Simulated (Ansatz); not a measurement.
**BaO (rocksalt): zero-pressure volume and bulk modulus with BLYP + D3(BJ)**

The task here is to estimate one member of a computed series from the others.

Computed with Ansatz 0.2.0 (DFT BLYP + D3(BJ), scalar-relativistic, plane waves, PAW, unless a step's input says otherwise).

### The system as given

The structure is cubic, space group Fm-3m (No. 225). Conventional cell: a = 5.500 Å, b = 5.500 Å, c = 5.500 Å, α = 90.00°, β = 90.00°, γ = 90.00°. Ba (site symmetry m-3m) has 6 O at 2.75 Å in its first shell of neighbours. Around O (site symmetry m-3m) lie 6 Ba at 2.75 Å.

Structure file:

```
Ba O
1.0
     0.00000    2.75000    2.75000
     2.75000    0.00000    2.75000
     2.75000    2.75000    0.00000
Ba O
1 1
Direct
  0.50000 0.50000 0.50000
  0.00000 0.00000 0.00000
```

An earlier run on this cell at PBE gave 3.02 GPa at 20.797 Å³/atom (8×8×8 mesh), gap on the mesh 1.97 eV. The cell is compressed at this level.

Set-up of the first run:

Input file input.yaml:

```yaml
crystal:
  lattice:
    - [0.0, 2.7500011019, 2.7500011019]
    - [2.7500011019, 0.0, 2.7500011019]
    - [2.7500011019, 2.7500011019, 0.0]
  atoms:
    - { symbol: Ba, position: [0.5, 0.5, 0.5] }
    - { symbol: O, position: [0.0, 0.0, 0.0] }
basis:
  ecutwfc: 420
  ecutrho_ratio: 4
kpoints:
  mp_grid: { grid: [8, 8, 8] }
hamiltonian:
  xc: blyp
  dispersion: d3bj
scf:
  occupations: { method: gaussian, width: 0.05 }
output:
  forces: true
  stress: true
  eigenvalues: true
```

Started as:

```
ansatz run input.yaml --threads 4 --pin off --max-ram 8192MiB --backend cpu --events-out ev --progress --plain --runs-dir out
```

Steps of the session up to this table: At the given cell; Stepping to 21.039 Å³/atom; Stepping to 21.271 Å³/atom; Volume × 0.98 of the new zero; Volume × 1.02 of the new zero; Volume × 0.96 of the new zero; Volume × 1.04 of the new zero.

One of the session's tables, all rows but one given; the rest of the session is left out.

It belongs to the step «Energy and pressure against volume». 

```
volume (Å³/atom)  energy (meV/atom)  pressure (GPa)
          20.420               8.38            3.30
          20.845                  ?               ?
          21.271               0.00            0.00
          21.696               1.87           -1.39
          22.122               7.30           -2.63
```

Estimate the missing values for volume (Å³/atom) = 20.845.

Worked estimate for «energy (meV/atom)». A straight line through the neighbours (20.420, 8.38) and (21.271, 0.00) gives 8.38 + (0.00 − 8.38) × (20.845 − 20.420) / (21.271 − 20.420) = 4.19; a parabola fitted to 3 rows on both sides gives 2.17.

As computed: energy (meV/atom): 2.04; pressure (GPa): 1.56. In «energy (meV/atom)» the line misses by +2.15 and the parabola by +0.13.
